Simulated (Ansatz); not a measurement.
Cr: do energies and stresses tell the same story?

Theory: DFT PBE, scalar-relativistic, plane waves, PAW in Ansatz 0.2.0.

Plane waves to 420 eV, a k mesh through Γ of 20×20×20 on the computed 1-atom cell and Gaussian smearing (0.10 eV); no spin polarisation.

Relaxed cell: Fm-3m, a = 3.622 Å, b = 3.622 Å, c = 3.622 Å, α = 90.00°, β = 90.00°, γ = 90.00°, 1 atom in the primitive cell. This fcc form isn't the element's structure at ambient conditions.

Energies at zero smearing and pressures from the stress tensor, at volumes with shape and atoms relaxed:
```tsv
V (Å³/atom)	E − E(first) (meV/atom)	P (GPa)
10.451	0.00	39.64
10.807	-73.96	27.33
11.163	-122.48	16.78
11.520	-149.22	7.76
11.876	-157.38	0.04
12.232	-149.65	-6.57
12.589	-128.32	-12.24
13.064	-82.07	-18.54
```

Check P = −dE/dV between neighbouring volumes, and get the bulk modulus from the pressures alone.

With 1 eV/Å³ = 160.2 GPa:
| middle V (Å³/atom) | −ΔE/ΔV (GPa) | mean P (GPa) |
| --- | --- | --- |
| 10.629 | 33.258 | 33.483 |
| 10.985 | 21.821 | 22.053 |
| 11.342 | 12.027 | 12.268 |
| 11.698 | 3.667 | 3.898 |
| 12.054 | -3.475 | -3.268 |
| 12.410 | -9.592 | -9.407 |
| 12.826 | -15.600 | -15.387 |

The two differ by 0.24 GPa at most. The mean of two end pressures misses the average over a step by about ΔV² P″/12, up to 0.16 GPa here; with that taken off 0.13 GPa remains. The stress is the derivative of the free energy, not of the energy at zero smearing, and with free energies 0.00 GPa remains. Around V = 11.876 Å³/atom, the two neighbours give B = −V ΔP/ΔV = 11.876 × 14.33 / 0.713 = 238.9 GPa, against B0 = 238.0 GPa from the Birch–Murnaghan fit of the energies.

Spin polarisation was left out, and a magnetic state may lie lower.

A ferromagnetic start lost its moments in a first run, so spin was left out; other magnetic orders weren't tried.

Cost: 9 runs of about 0.63 core-minutes in all, on Arm Neoverse V1 (shared hosts).